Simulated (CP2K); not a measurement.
CrCuO2, 4 atoms in the cell. It takes space group R-3m (No. 166, trigonal). Conventional cell: a = 2.973 Å, b = 2.973 Å, c = 17.100 Å, α = 90.00°, β = 90.00°, γ = 120.00°. Cu (site symmetry -3m) has 2 O at 1.85 Å as nearest neighbours. Cr (site symmetry -3m) has 6 O at 1.99 Å as nearest neighbours. O (site symmetry 3m) has 1 Cu at 1.85 Å and 3 Cr at 1.99 Å as nearest neighbours. 

```yaml
Program: CP2K 2026.2
Task: band structure
Functional: r2SCAN
Potentials_or_basis: POTENTIAL_UZH Cu GTH-SCAN-q11, Cr GTH-SCAN-q14, O GTH-SCAN-q6; TZVP-MOLOPT-SCAN-GTH basis
Density_cutoff: 11565 eV
k_mesh: 10 × 10 × 10
Occupations: fermi-dirac, width 0.0259 eV
Spin: collinear spin, ferromagnetic start
Starting_moments: "[0.6, 3.0, 0.0, 0.0] μB"
SCF_solver: diagonalisation with k points
Quickstep_method: GPW
EPS_DEFAULT: 1.0E-10
EPS_SCF: 1.0E-6
MAX_SCF: 150
SCF_GUESS: ATOMIC
k_points_reduced_by_the_point_group: yes
Mesh_centred_on_Gamma: yes
CHOLESKY: OFF
EPS_EIGVAL: 1.0E-7
MIXING_METHOD: PULAY_MIXING
MIXING_ALPHA: 0.4
NBUFFER: 6
NGRIDS: 5
Basis_sets: Cu TZVP-MOLOPT-SCAN-GTH-q11, Cr TZVP-MOLOPT-SCAN-GTH-q14, O TZVP-MOLOPT-SCAN-GTH-q6
Potentials: Cu GTH-SCAN-q11 of POTENTIAL_UZH, Cr GTH-SCAN-q14 of POTENTIAL_UZH, O GTH-SCAN-q6 of POTENTIAL_UZH
MULTIPLICITY_of_the_start: 6
ADDED_MOS: "[20, 25]"
Points_a_segment_of_the_path_NPOINTS: 6
Bands_added_on_the_path: 2
MPI_ranks: 4
REL_CUTOFF_Ry: 60 Ry
MIXING_BETA_1/bohr: 1.5 1/bohr
CUTOFF_of_the_grids: 850 Ry
```

Potentials or basis: POTENTIAL_UZH Cu GTH-SCAN-q11, Cr GTH-SCAN-q14, O GTH-SCAN-q6; TZVP-MOLOPT-SCAN-GTH basis.

Command:

```bash
$ OMP_NUM_THREADS=1 mpirun -n 4 cp2k.psmp -i crcuo2_bands.inp -o crcuo2_bands.out
```

Hardware: 4 MPI ranks on Arm Neoverse V1 (shared host).

Question: Estimate the wall time of this run.

Answer: Wall time 14 min on 4 MPI ranks on Arm Neoverse V1 (shared host). Counts: scf iterations 26, k points 116, basis 103, bands 41, force evaluations 1.
